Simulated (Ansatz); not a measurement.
## Squeezing ZnS (CsCl type)

```xyz
2
Lattice="3.1975 0.0000 0.0000 0.0000 3.1975 0.0000 0.0000 0.0000 3.1975" Properties=species:S:1:pos:R:3 pbc="T T T"
Zn    0.0000    0.0000    0.0000
S     1.5987    1.5987    1.5987
```

The cell comes from a relaxation on PAW files under the same functional, begun from a prototype that needn't be the stable phase.

Its volume is scaled at fixed shape and fractional positions.

Level of theory: DFT with PBE, scalar-relativistic, in Ansatz 0.2.0; a Γ-centred 15×15×15 k mesh, Fermi–Dirac smearing of 0.1 eV, no spin polarisation. LAPW: all electrons, basis error target 1 meV/atom; PAW: frozen-core files, cutoff 420 eV; crystal datasets: all electrons, by PAW datasets that the program makes for each cell; norm-conserving: pseudopotentials, cutoff 1143 eV; PAW (core large): files with a larger core, cutoff 420 eV.

Energies are extrapolated to zero smearing and count from the unscaled cell; pressure is positive in compression; gaps take the mesh and a band path. No temperature or zero-point motion is included.

```csv
V/V0,V (Å³/atom),P LAPW (GPa),ΔE LAPW (eV/atom),P PAW − LAPW (GPa),ΔE PAW − LAPW (meV/atom)
1.00,16.35,0.01,0.000,-0.02,0.0
0.94,15.36,5.38,0.015,-0.03,-0.1
0.88,14.38,12.88,0.069,-0.03,-0.3
0.80,13.08,?,?,?,?
0.72,11.77,51.1,0.543,-0.08,-1.0
0.64,10.46,89.7,1.103,-0.08,-1.7
0.55,8.99,168.0,2.247,-0.05,-2.2
```

**Question.** Fit the Vinet equation to the LAPW pressures shown (residuals weighted by 1/(|P| + 0.03·Pmax)), and predict the pressure of the withheld row.

**Answer.** The fit gives V0 = 16.35 Å³/atom, B0 = 73.8 GPa and B0′ = 4.78. At 13.08 Å³/atom, x = (V/V0)^(1/3) = 0.9282, and P = 3·B0·(1 − x)/x²·exp[1.5·(B0′ − 1)·(1 − x)] = 27.7 GPa. The run itself gave 27.7 GPa (+0.1 % off) and ΔE = 0.230 eV/atom.

**Question.** From the table, what is the rise of the enthalpy H = E + pV up to the last row, and how stiff is the crystal between the last two rows?

**Answer.** ΔH = 2.247 eV + (168.0 GPa × 8.99 Å³ − 0.01 GPa × 16.35 Å³) × 0.006242 eV/(GPa·Å³) = 11.68 eV/atom, of which pV makes 81 %. The mean bulk modulus there is −ΔP/Δln V = 517 GPa.

**Question.** At the smallest volume, how far do crystal datasets and norm-conserving and PAW (core large) lie from LAPW in pressure?

**Answer.** crystal datasets: 0.00 GPa; norm-conserving: +0.36 GPa; PAW (core large): -0.05 GPa, on a LAPW pressure of 168.0 GPa.
